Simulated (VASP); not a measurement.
NaI: relaxation of cell and atoms with PBE

The system is NaI.

```
CELL_PARAMETERS angstrom
0.00000 3.23640 3.23640
3.23640 0.00000 3.23640
3.23640 3.23640 0.00000
ATOMIC_POSITIONS crystal
Na 0.00000 0.00000 0.00000
I 0.50000 0.50000 0.50000
```

```
Program                : VASP 6.6.1
Task                   : relaxation of cell and atoms
Functional             : PBE
Potentials or basis    : VASP PAW PBE potentials, release 64 (Na_pv, I)
Cutoff                 : 600 eV
k mesh                 : 8 × 8 × 8
Occupations            : gaussian, width 0.03 eV
Spin                   : no spin polarisation
Further INCAR settings : ALGO = Normal; EDIFF = 1e-06; IBRION = 2; EDIFFG = -0.01; NSW = 90; ISIF = 3
```

```yaml
Relaxed_volume: 34.79 Å³/atom
Relaxed_cell: a = 4.617 Å, b = 4.617 Å, c = 4.617 Å, α = 60.00°, β = 60.00°, γ = 60.00°
Space_group_after_relaxing_to_0.05_Å: Fm-3m (No. 225)
Energy_gained_by_relaxing: 1.2 meV/atom
Ionic_steps: 3
Pressure_after_relaxing: 0.0 GPa
Band_gap_on_the_k_mesh: 3.57 eV, direct
```

Step by step:
```csv
step,energy change (eV),largest force (eV/Å),pressure (GPa),volume (Å³)
1,0.0000,0.0000,0.44,67.80
2,-0.0018,0.0000,0.21,68.72
3,-0.0024,0.0000,0.02,69.57
```

Final structure:
```cif
data_structure
_symmetry_space_group_name_H-M 'P 1'
_symmetry_Int_Tables_number 1
_cell_length_a 4.6165
_cell_length_b 4.6165
_cell_length_c 4.6165
_cell_angle_alpha 60.000
_cell_angle_beta 60.000
_cell_angle_gamma 60.000
_cell_volume 69.57
loop_
_atom_site_label
_atom_site_type_symbol
_atom_site_fract_x
_atom_site_fract_y
_atom_site_fract_z
_atom_site_occupancy
Na1 Na 0.00000 0.00000 0.00000 1
I1 I 0.50000 0.50000 0.50000 1
```

Levels at points of the mesh, in eV from the valence-band top:
```tsv
k point	band 3	band 4	band 5	band 6	band 7	band 8	band 9	band 10	band 11
(0.00, 0.00, 0.00)	-22.47	-10.95	0.00	0.00	0.00	3.57	7.93	7.93	7.93
(0.50, 0.00, 0.00)	-22.47	-10.66	-2.09	-0.27	-0.27	5.09	7.42	7.42	8.54
(0.50, 0.50, 0.00)	-22.47	-10.59	-1.82	-0.71	-0.71	4.47	5.60	9.71	11.15
```

Wall time 36 s on 1 thread of Intel(R) Xeon(R) 6975P-C (Granite Rapids), with other jobs on the host, peak memory 0.25 GiB.

Caveat: spin-orbit coupling is left out, which moves the levels of the heavy elements. Zero-point motion and thermal expansion aren't in these numbers.
